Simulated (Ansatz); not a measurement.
GaN in the wurtzite structure, relaxed with r2SCAN in the PAW code Ansatz. The symmetry is P6_3mc (No. 186, hexagonal); conventional cell a = 3.183 Å, c = 5.184 Å, 11.37 Å³ an atom. Ga has 4 N at 1.95 Å; N has 4 Ga at 1.95 Å.

The axes x, y and z are those of this cell:
```xyz
4
Lattice="3.1831 0.0000 0.0000 -1.5916 2.7567 0.0000 0.0000 0.0000 5.1836" Properties=species:S:1:pos:R:3 pbc="T T T"
Ga    0.0000    1.8378   -0.0046
Ga    1.5916    0.9189    2.5872
N     0.0000    1.8378    1.9485
N     1.5916    0.9189    4.5403
```

Unstrained: With PBE the gap is 1.934 eV and direct, at Γ. r2SCAN gives a direct gap of 2.351 eV at Γ. HSE06 gives a direct gap of 3.199 eV at Γ. Meshes: PBE 12×12×6, r2SCAN 12×12×6, HSE06 6×6×4. Strains are changes of length per length. After each strain the atoms were relaxed again with r2SCAN within the symmetry that the strain leaves, so tilts or polar shifts that break it weren't tested; points keep the names that they have in the unstrained zone. The values are computed, spin-unpolarised, and not measurements.

Question: Estimate what isotropic -5.0 % on every length does to the gap.

Answer: PBE: the gap goes from 1.934 to 2.951 eV (+1.017 eV); with r2SCAN the top three valence levels at Γ, grouped 2+1 from the top over 36 meV, become 2+1 over 63 meV. r2SCAN: the gap goes from 2.351 to 3.419 eV (+1.068 eV). HSE06: the gap goes from 3.199 to 4.360 eV (+1.161 eV). The r2SCAN energy rises by 186.0 meV an atom.

Question: Estimate what epitaxial +1.5 % in the xy plane, free normal strain -0.71 % does to the gap.

Answer: PBE: the gap goes from 1.934 to 1.763 eV (-0.171 eV); with r2SCAN the top three valence levels at Γ, grouped 2+1 from the top over 36 meV, become 1+2 over 86 meV. r2SCAN: the gap goes from 2.351 to 2.171 eV (-0.180 eV). HSE06: the gap goes from 3.199 to 3.005 eV (-0.194 eV). The r2SCAN energy rises by 7.0 meV an atom.

Question: Estimate what uniaxial +3.0 % along z, other directions held does to the gap.

Answer: PBE: the gap goes from 1.934 to 1.618 eV (-0.316 eV); with r2SCAN the top three valence levels at Γ, grouped 2+1 from the top over 36 meV, become 2+1 over 205 meV. r2SCAN: the gap goes from 2.351 to 2.021 eV (-0.330 eV). HSE06: the gap goes from 3.199 to 2.851 eV (-0.348 eV). The r2SCAN energy rises by 12.4 meV an atom.

Question: Estimate what isotropic +2.5 % on every length does to the gap.

Answer: PBE: the gap goes from 1.934 to 1.444 eV (-0.490 eV); with r2SCAN the top three valence levels at Γ, grouped 2+1 from the top over 36 meV, become 2+1 over 25 meV. r2SCAN: the gap goes from 2.351 to 1.835 eV (-0.516 eV). HSE06: the gap goes from 3.199 to 2.634 eV (-0.565 eV). The r2SCAN energy rises by 36.2 meV an atom.

The meshes of the hybrids are coarse, so their gaps aren't converged to the digits shown.

The splittings at Γ are without spin-orbit coupling, which regroups them where it is of like size or larger.
